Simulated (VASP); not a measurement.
Here is a VASP 6.6.1 calculation.

POSCAR

```
Li
1.0
   -1.7500000000      1.7500000000      1.7500000000
    1.7500000000     -1.7500000000      1.7500000000
    1.7500000000      1.7500000000     -1.7500000000
Li
1
Direct
    0.0000000000      0.0000000000      0.0000000000
```

File INCAR.step1:

```
SYSTEM = Li
  PREC = Accurate
  ENCUT = 520
  ISMEAR = -1
  SIGMA = 0.08
  LREAL = .False.
  LASPH = .True.
  NELM = 80
  NBANDS = 8
  GGA = PE
  ALGO = Normal
  EDIFF = 1E-4
  LWAVE = .True.
  LCHARG = .False.
```

INCAR.step2

```
SYSTEM = Li
  PREC = Accurate
  ENCUT = 520
  EDIFF = 1E-8
  ISMEAR = -1
  SIGMA = 0.08
  LREAL = .False.
  LASPH = .True.
  NELM = 80
  ALGO = Normal
  ISIF = 2
  LWAVE = .False.
  LCHARG = .False.
  METAGGA = R2SCAN
  LMIXTAU = .True.
  LEFG = .True.
  NBANDS = 8
  ISTART = 1
```

File KPOINTS:

```
regular mesh
0
Gamma
  15 15 15
  0 0 0
```

Potentials or basis: VASP PAW PBE potentials, release 64 (Li_sv).

The run is started by

```bash
$ cat potpaw_PBE.64/Li_sv/POTCAR > POTCAR
$ cp INCAR.step1 INCAR
$ mpirun -np 1 vasp_std > vasp.out
$ cp INCAR.step2 INCAR
$ mpirun -np 1 vasp_std > vasp.out
```

(1) Predict the band gap on the k mesh.

Answers

(1) none (metal or under the smearing width).
